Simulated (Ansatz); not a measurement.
Space group I-42d (No. 122). a = 5.418 Å, b = 5.418 Å, c = 10.538 Å, α = 90.00°, β = 90.00°, γ = 90.00°
```
atom site symmetry x y z
  Zn    4a      -4..  0.0000  0.0000  0.0000
  Si    4b      -4..  0.5000  0.5000  0.0000
   P    8d       .2.  0.2672  0.2500  0.1250
```

Equation of state of this ZnSiP₂ structure (not necessarily the ground state), with shape and atoms relaxed at each volume where symmetry leaves them free. Computed with DFT PBE, scalar-relativistic, plane waves, PAW in Ansatz 0.2.0.

Cutoff 420 eV; k points 8×8×8 on the computed 8-atom cell (Γ-centred); Gaussian smearing, width 0.02 eV; no spin polarisation.

```
V (Å³/atom) E − E(largest V) (meV/atom) P (GPa) gap on mesh (eV)
     18.172                         4.61     6.04              1.21
     18.752                       -11.21     2.79              1.29
     19.332                       -16.20     0.04              1.36
     19.912                       -11.99    -2.30              1.42
     20.492                         0.00    -4.27              1.48
```

Task: Fit a third-order Birch–Murnaghan equation to E(V).

Result: V0 = 19.34 Å³/atom, B0 = 84 GPa, B0' = 4.5.

The gaps are read on the mesh, which can miss the band edges, so they can be too wide.